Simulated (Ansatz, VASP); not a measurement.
## Two plane-wave programs on Ir

Contents of POSCAR:

```
Ir
1.0
    0.0000000000      1.9228496764      1.9228496764
    1.9228496764      0.0000000000      1.9228496764
    1.9228496764      1.9228496764      0.0000000000
Ir
1
Direct
    0.0000000000      0.0000000000      0.0000000000
```

Contents of INCAR.step1:

```
PREC = Accurate ; ENCUT = 520
ISMEAR = -1 ; SIGMA = 0.1
LREAL = F ; LASPH = T
NELM = 100 ; NBANDS = 10
GGA = PE ; ALGO = Normal
EDIFF = 1E-4 ; LWAVE = T
LCHARG = F
```

The input INCAR.step2:

```
PREC = Accurate ; ENCUT = 520
EDIFF = 1E-7 ; ISMEAR = -1
SIGMA = 0.1 ; LREAL = F
LASPH = T ; NELM = 100
ALGO = Normal ; ISIF = 2
LWAVE = F ; LCHARG = F
METAGGA = R2SCAN ; LMIXTAU = T
NBANDS = 10 ; ISTART = 1
```

File KPOINTS:

```
Automatic mesh
0
Gamma
  14 14 14
```

Input for Ansatz:

```yaml
crystal:
  lattice:
    - [0.0, 1.9228496764, 1.9228496764]
    - [1.9228496764, 0.0, 1.9228496764]
    - [1.9228496764, 1.9228496764, 0.0]
  atoms:
    - { symbol: Ir, position: [0.0, 0.0, 0.0] }
hamiltonian:
  xc: r2scan
  pseudopotentials:
    kind: paw
    azcp:
      Ir: "pseudopotentials/Ir.paw.azcp"
basis:
  ecutwfc: 600
  fft_grid_basis: typed
kpoints:
  mp_grid: { grid: [14, 14, 14], shift: [0, 0, 0] }
magnetization:
  spin_polarized: false
scf:
  occupations: { method: fermi_dirac, width: 0.1 }
  lower_state_search: "off"
output:
  stress: true
```

Alike in both runs: task single point; functional r2SCAN; k mesh 14 × 14 × 14; occupations fermi-dirac, width 0.1 eV; no spin polarisation.

```csv
,VASP,Ansatz
version,VASP 6.6.1,Ansatz 0.2.0
potentials or method,"VASP PAW PBE potentials, release 64 (Ir)","plane waves (600 eV) with PAW, scalar-relativistic"
plane-wave cutoff (eV),520,600
valence electrons in the cell,9,17
```

```csv
,VASP,Ansatz,Ansatz less VASP
pressure (GPa),2.4,0.0,-2.45
```

The two sets of potentials don't hold the same shells in valence.

Caveats: the PAW data sets were made with another functional, which shifts forces and pressure a little (VASP). The runs have no spin-orbit coupling, so splittings on Ir are missing.
